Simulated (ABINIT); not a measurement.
Crystal: MgO.

```
CELL_PARAMETERS angstrom
0.00000 2.09700 2.09700
2.09700 0.00000 2.09700
2.09700 2.09700 0.00000
ATOMIC_POSITIONS crystal
Mg 0.00000 0.00000 0.00000
O 0.50000 0.50000 0.50000
```

The cell is a database's computed one.

Program: ABINIT 10.8.3 (patched build). Alike in all runs: no spin polarisation; cell as given; smearing fermi-dirac 0.05 eV.

Task: Order these runs on this cell by their band gap on the k mesh, lowest first.
A. level r2SCAN; potentials or basis JTH PAW PBE v2.0; k mesh 4 × 4 × 4; cutoff (eV) 762; fine-grid cutoff 1360.57 eV; mesh quality coarse
B. level rPW86PBE; potentials or basis JTH PAW PBE v2.0; k mesh 11 × 11 × 11; cutoff (eV) 626; fine-grid cutoff 1224.51 eV; mesh quality not flagged
C. level LDA; potentials or basis JTH PAW LDA v2.0; k mesh 7 × 7 × 7; cutoff (eV) 626; fine-grid cutoff 1224.51 eV; mesh quality not flagged

Result: C (4.78 eV), B (4.96 eV), A (5.77 eV).

Caveats: some runs use coarse meshes.

Runs at the PBE level aren't shown here.
